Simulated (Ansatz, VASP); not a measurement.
BN in VASP and in Ansatz

The input INCAR:

```
SYSTEM = BN
PREC = Accurate
ENCUT = 520
EDIFF = 1E-6
ISMEAR = 0
SIGMA = 0.05
LREAL = .False.
LASPH = .True.
NELM = 100
ALGO = Normal
ISIF = 2
LWAVE = .False.
LCHARG = .False.
GGA = PE
NBANDS = 11
```

File KPOINTS:

```
regular mesh
0
Gamma
  12 12 12
  0 0 0
```

File POSCAR:

```
BN
1.0
    0.0000000000      1.6152815796      2.2840081536
    1.6152815796      0.0000000000      2.2840081536
    1.6152815796      1.6152815796      0.0000000000
B N
1 1
Direct
    0.0000000000      0.0000000000      0.0000000000
    0.7500000000      0.7500000000      0.7500000000
```

Input for Ansatz:

```yaml
crystal:
  lattice:
    - [0.0, 1.6152815796, 2.2840081536]
    - [1.6152815796, 0.0, 2.2840081536]
    - [1.6152815796, 1.6152815796, 0.0]
  atoms:
    - { symbol: B, position: [0.0, 0.0, 0.0] }
    - { symbol: "N", position: [0.75, 0.75, 0.75] }
basis:
  ecutwfc: 420
kpoints:
  mp_grid: { grid: [12, 12, 12] }
hamiltonian:
  xc: pbe
scf:
  occupations: { method: gaussian, width: 0.05 }
output:
  forces: true
  stress: true
  eigenvalues: true
```

Alike in both runs: task single point; functional PBE; k mesh 12 × 12 × 12; occupations gaussian, width 0.05 eV; no spin polarisation.

|  | VASP | Ansatz |
| --- | --- | --- |
| version | VASP 6.6.1 | Ansatz 0.2.0 |
| potentials or method | VASP PAW PBE potentials, release 64 (B, N) | scalar-relativistic, plane waves, PAW |
| plane-wave cutoff (eV) | 520 | 420 |
| valence electrons in the cell | 8 | 8 |

VASP gave:

| Item | Value |
| --- | --- |
| gap on the k mesh at the Fermi level (eV) | 0.86 |
| least direct gap on the mesh (eV) | 2.07 |
| pressure (GPa) | 4.4 |
| largest component of the traceless stress (GPa) | 202.53 |

Problem. Which values does Ansatz return?

Solution. gap on the k mesh at the Fermi level (eV): 0.87; least direct gap on the mesh (eV): 2.09; pressure (GPa): 4.3; largest component of the traceless stress (GPa): 202.50.

A k mesh can miss the band edges.
